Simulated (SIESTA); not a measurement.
# Cu under changes of volume

One of the cells (11.664 Å³/atom); the others are scaled copies at fixed shape and fractional positions:

```
CELL_PARAMETERS angstrom
2.55088 0.00000 0.00000
-1.27544 2.20913 0.00000
0.00000 0.00000 4.13981
ATOMIC_POSITIONS crystal
Cu 0.66667 0.33333 0.75000
Cu 0.33333 0.66667 0.25000
```

This isn't the form of Cu at room conditions, which is fcc.

```yaml
Program: SIESTA 5.4.2
Functional: PBEsol
Potentials_or_basis: PseudoDojo 0.4 standard (PBEsol files)
Basis: DZP (energy shift 0.003 Ry; two zetas on semicore shells)
Grid_cutoff: 800 Ry
Energy_shift: 0.003 Ry
k_mesh: 12 × 12 × 7
Occupations: fermi-dirac, width 0.05 eV
Spin: no spin polarisation
```

```csv
volume (Å³/atom),energy over the lowest point (meV/atom),pressure (GPa)
10.749,15.64,10.0
10.978,?,?
11.207,0.00,1.7
11.664,4.74,-4.9
11.893,13.94,-7.8
12.122,26.74,-10.0
```

Question: What does the run at 10.978 Å³/atom give?

Answer: Energy over the lowest point 4.85 meV/atom; pressure 5.3 GPa.

Worked out: A Birch-Murnaghan fit of order 3 (a polynomial in V^(-2/3)) to the other rows has its minimum at 11.32 Å³/atom with B0 = V·E''(V) = 169 GPa and B' = 3.5 at fixed shape and positions, which overstates the stiffness. It gives 5.00 meV/atom at 10.978 Å³/atom, against the run's 4.85, and -dE/dV = 5.4 GPa, against 5.3.

Energies are extrapolated to zero smearing.

Caveats: short orbitals over semicore shells can move pressures by several GPa; the basis of atomic orbitals isn't converged, which shifts pressures, moduli and gaps.
